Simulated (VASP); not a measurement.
System: TiC (rock salt type, first atom moved by 0.06 Å along [111]), 2 atoms in the cell.

```yaml
crystal:
  lattice:
    - [0.00000, 2.16500, 2.16500]
    - [2.16500, 0.00000, 2.16500]
    - [2.16500, 2.16500, 0.00000]
  atoms:
    - { symbol: Ti, position: [0.00800, 0.00800, 0.00800] }
    - { symbol: C, position: [0.50000, 0.50000, 0.50000] }
```
Lattice in Å, positions in fractions of it.

Code and potentials: VASP, Ti_sv/C, 520 eV. Settings: k-mesh 4×4×4 Γ-centred; Fermi–Dirac smearing of 0.1 eV; no spin polarisation. For HSE06: HFSCREEN = 0.208; HFRCUT = 0; PRECFOCK = Normal.

Plain PBE gives:

```json
{
  "Pressure": "0.89 GPa"
}
```

```csv
atom,Fx (eV/Å),Fy (eV/Å),Fz (eV/Å)
Ti1,-0.279,-0.279,-0.279
C2,0.279,0.279,0.279
```

Question: What changes under HSE06?

Answer: The pressure drops by 4.86 GPa to -3.97 GPa; the forces move by 407 meV/Å (rms):

| atom | Fx (eV/Å) | Fy (eV/Å) | Fz (eV/Å) |
| --- | --- | --- | --- |
| Ti1 | -0.044 | -0.044 | -0.044 |
| C2 | 0.044 | 0.044 | 0.044 |

VASP prints the stress at a fixed plane-wave basis, so it holds the Pulay stress of this cutoff.

The k-mesh is coarse, so these values belong to this mesh and can lie far from the converged ones. Potentials made with PBE were used with another functional (at least in: VASP, Ti_sv/C, 520 eV (HSE06)).
